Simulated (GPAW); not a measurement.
GaAs:

```
As Ga
1.0
     0.00000    2.82685    2.82685
     2.82685    0.00000    2.82685
     2.82685    2.82685    0.00000
As Ga
1 1
Direct
  0.75000 0.75000 0.75000
  0.00000 0.00000 0.00000
```

* Program: GPAW 26.7.0
* Task: relaxation of cell and atoms
* Functional: RPBE
* Dispersion: D3(BJ)
* Potentials or basis: the program's PAW data sets (release 1.2.1) made for this functional
* Cutoff: 600 eV
* Basis: pw
* k mesh: 8 × 8 × 8
* Occupations: fermi-dirac, width 0.05 eV
* Spin: no spin polarisation

At the start: pressure -4.6 GPa; volume 22.59 Å³/atom.

Task: How do energy, volume and symmetry change on relaxing?

Result: Over 4 steps the energy falls by 21.6 meV/atom and the volume is 21.19 Å³/atom (-6.2 %); space group F-43m (No. 216, to 0.05 Å).

Step by step:
```
step  energy change (eV)  largest force (eV/Å)  pressure (GPa)  volume (Å³)
   1              0.0000                0.0000           -4.65        45.18
   2             -0.0165                0.0000           -3.75        44.55
   3             -0.0431                0.0000            0.37        42.17
   4             -0.0433                0.0000           -0.02        42.37
```

Final structure:
```
CELL_PARAMETERS angstrom
0.00000 2.76701 2.76701
2.76701 0.00000 2.76701
2.76701 2.76701 0.00000
ATOMIC_POSITIONS crystal
As 0.75000 0.75000 0.75000
Ga 0.00000 0.00000 0.00000
```

Caveat: later steps reuse the first step's grids.
